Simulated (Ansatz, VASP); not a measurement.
Rb in VASP and in Ansatz

```
Rb
1.0
     3.40308    0.00000    0.00000
     0.00000    3.40308    0.00000
     0.00000    0.00000    3.40308
Rb
1
Direct
  0.00000 0.00000 0.00000
```

Change from the starting cell: volume scaled by 0.4, crystal datasets.

Alike in both runs: task single point; functional PBE; k mesh 9 × 9 × 9; occupations fermi-dirac, width 0.08 eV; no spin polarisation.

|  | VASP | Ansatz |
| --- | --- | --- |
| version | VASP 6.6.1 | Ansatz 0.2.0 |
| potentials or method | VASP PAW PBE potentials, release 64 (Rb_sv), cutoff 520 eV | all-electron PAW with datasets made for the crystal, scalar-relativistic |

```tsv
	VASP	Ansatz	Ansatz less VASP
pressure (GPa)	8.5	8.5	-0.04
```

Ansatz ran all-electron here, so the differences hold the error of VASP's frozen core and of both bases.
